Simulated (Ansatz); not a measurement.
# Zone-centre phonons of KF at 1.4 GPa: input and output

Level of theory: Ansatz, DFT PBE, scalar-relativistic, plane waves, PAW.

Launched with:
```bash
ansatz run input.yaml --threads 1 --pin off --max-ram 1228MiB --backend cpu --events-out ev --progress --plain --runs-dir out
```

Input (bare energies are in eV):
```yaml
crystal:
  lattice:
    - [0.0, 2.915, 2.915]
    - [2.915, 0.0, 2.915]
    - [2.915, 2.915, 0.0]
  atoms:
    - { symbol: K, position: [0.0, 0.0, 0.0] }
    - { symbol: F, position: [0.25, 0.25, 0.25] }
basis:
  ecutwfc: 420
kpoints:
  mp_grid: { grid: [8, 8, 8] }
hamiltonian:
  xc: pbe
scf:
  occupations: { method: fixed }
output:
  eigenvalues: true
phonons:
  method: dfpt
  dielectric: true
  rigid_motions: translations
  eigenvectors: true
```

Results section of the output:
```
--- Phonons (Γ-DFPT): 2 representative perturbations + reference, on 95 of 512 k-points (Σ response iterations 7) ---
  k mesh reduced under 4 symmetry operations, with k and −k counted as one. Each operation leaves every solved perturbation unchanged. A smaller set is not considered because the run solves the response ...
  ASR residual: 1.002e-4 → 0.000e0 eV/Å²; symmetrization residual: 1.829e-6 eV/Å²
  ASR residual per site (eV/Å²): 1.00e-4 9.87e-5
  Γ frequencies (cm⁻¹): 0.00 0.00 0.00 225.18 225.18 225.18
  ε∞ (high-frequency dielectric tensor):
        1.759156     0.000000    -0.000000
       -0.000000     1.759156     0.000000
       -0.000000    -0.000000     1.759156
  ε⁰ (static dielectric tensor: ions relaxed, cell fixed):
        3.553574    -0.000000    -0.000000
       -0.000000     3.553574    -0.000000
       -0.000000    -0.000000     3.553574
  ε⁰ − ε∞ (ionic part):
        1.794418    -0.000000    -0.000000
       -0.000000     1.794418    -0.000000
       -0.000000    -0.000000     1.794418
  softest optical mode at Γ: 225.18 cm⁻¹; the repairs (sum rule, projections) moved no ω² at Γ by more than (1.25 cm⁻¹)²
  Born effective charges Z* (e; rows j = field, columns β = displacement):
    site 0:
         1.08223   -0.00000   -0.00000
         0.00000    1.08223    0.00000
         0.00000    0.00000    1.08223
    site 1:
        -1.08223    0.00000    0.00000
         0.00000   -1.08223   -0.00000
         0.00000    0.00000   -1.08223
  Z* charge neutrality: 1.507e-5 e pre-enforcement
  k-mesh period / interband length: 33.0 Å / 0.78 Å = 42.03 at k = (0.0000, 0.0000, 0.0000), direct gap 5.455 eV — 14 or more, which is no proof of convergence
  optical modes at Γ without the LO–TO term, one row a degenerate level:
      ω (cm⁻¹) modes IR ((D/Å)²/amu)
        225.18      3             6.3402
  optical modes at Γ + LO–TO along q̂ = [1.0000, 0.0000, 0.0000]:
      ω (cm⁻¹) modes IR ((D/Å)²/amu)
        225.18      2             4.2268
        320.05      1             2.1134
  optical modes at Γ + LO–TO along q̂ = [0.0000, 1.0000, 0.0000]:
      ω (cm⁻¹) modes IR ((D/Å)²/amu)
        225.18      2             4.2268
        320.05      1             2.1134
  optical modes at Γ + LO–TO along q̂ = [0.0000, 0.0000, 1.0000]:
      ω (cm⁻¹) modes IR ((D/Å)²/amu)
        225.18      2             4.2268
        320.05      1             2.1134
```

It took 47 s on 1 thread of Arm Neoverse N1, with other jobs on the host, peak memory 0.53 GiB.

The cell is the ideal cubic zincblende prototype; this isn't the usual structure of the compound.